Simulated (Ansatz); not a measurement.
Crystal: CuO.

```
Cu O
1.0
     2.55255    0.00000    0.00000
     0.00000    2.55255    0.00000
     0.00000    0.00000    2.55255
Cu O
1 1
Direct
  0.00000 0.00000 0.00000
  0.50000 0.50000 0.50000
```

Measurements of this composition are mostly on another form, of space group No. 15.

| Quantity | Value |
| --- | --- |
| Program | Ansatz 0.2.0 |
| Task | single point |
| Functional | PBE |
| Potentials or basis | all-electron LAPW, scalar-relativistic |
| Cutoff | 335 eV (chosen from the basis error) |
| Basis error allowed | 0.001 eV/atom |
| k mesh | 10 × 10 × 10 |
| Occupations | fermi-dirac, width 0.05 eV |
| Spin | no spin polarisation |

On this cell: pressure 20.8 GPa; largest force zero by symmetry; band gap on the k mesh none (metal or under the smearing width).

The same run follows on a disturbed copy (atoms moved at random, drawn with an rms of 0.05 Å):

```
CELL_PARAMETERS angstrom
2.55255 0.00000 0.00000
0.00000 2.55255 0.00000
0.00000 0.00000 2.55255
ATOMIC_POSITIONS crystal
Cu 0.01289 0.00275 0.99633
O 0.48376 0.50227 0.50036
```

Q: What does the disturbed cell give?

A: The energy (extrapolated to zero smearing) moves by +3.6 meV/atom; pressure 21.3 GPa; largest force 0.180 eV/Å; band gap on the k mesh none (metal or under the smearing width).

Forces in eV/Å, atoms in the order of the input:
```
Cu  -0.178 -0.003  0.027
O    0.178  0.003 -0.027
```

Stress tensor (GPa, compression positive):
```
21.19  0.00 -0.04
 0.00 21.40  0.00
-0.04  0.00 21.39
```

Caveats: an odd number of electrons without spin polarisation forces a metal; a magnetic or distorted state may lie lower; the run has no spin polarisation, though such a crystal can be magnetic; semilocal functionals often make such compounds metallic where correlation or magnetic order opens a gap, which also shifts bond lengths; so large a pressure means that the cell lies far from this level's equilibrium, or that cutoff or potentials fall short (some runs).
